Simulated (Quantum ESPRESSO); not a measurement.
## Ir under changes of volume

One of the cells (14.627 Å³/atom); the others are scaled copies at fixed shape and fractional positions:

```
Ir
1.0
     2.75138    0.00000    0.00000
    -1.37569    2.38276    0.00000
     0.00000    0.00000    4.46229
Ir
2
Direct
  0.33333 0.66667 0.25000
  0.66667 0.33333 0.75000
```

This isn't the form of Ir at room conditions, which is fcc.

* Program: Quantum ESPRESSO 7.5
* Functional: PBEsol
* Potentials or basis: GBRV 1.5 PBEsol
* Cutoff: 612 eV
* Density cutoff: 4898 eV
* k mesh: 11 × 11 × 6
* Occupations: fermi-dirac, width 0.05 eV
* Spin: no spin polarisation

```tsv
volume (Å³/atom)	energy over the lowest point (meV/atom)	pressure (GPa)
13.749	11.71	10.8
14.042	0.00	2.1
14.335	?	?
14.627	19.81	-12.4
14.920	47.98	-18.4
15.212	86.41	-23.6
15.505	133.82	-28.2
```

Q: What does the run at 14.335 Å³/atom give?

A: Energy over the lowest point 3.30 meV/atom; pressure -5.6 GPa.

Worked out: A Birch-Murnaghan fit of order 3 (a polynomial in V^(-2/3)) to the other rows has its minimum at 14.12 Å³/atom with B0 = V·E''(V) = 383 GPa and B' = 5.1 at fixed shape and positions, which overstates the stiffness. It gives 3.31 meV/atom at 14.335 Å³/atom, against the run's 3.30, and -dE/dV = -5.6 GPa, against -5.6.

Energies are extrapolated to zero smearing.
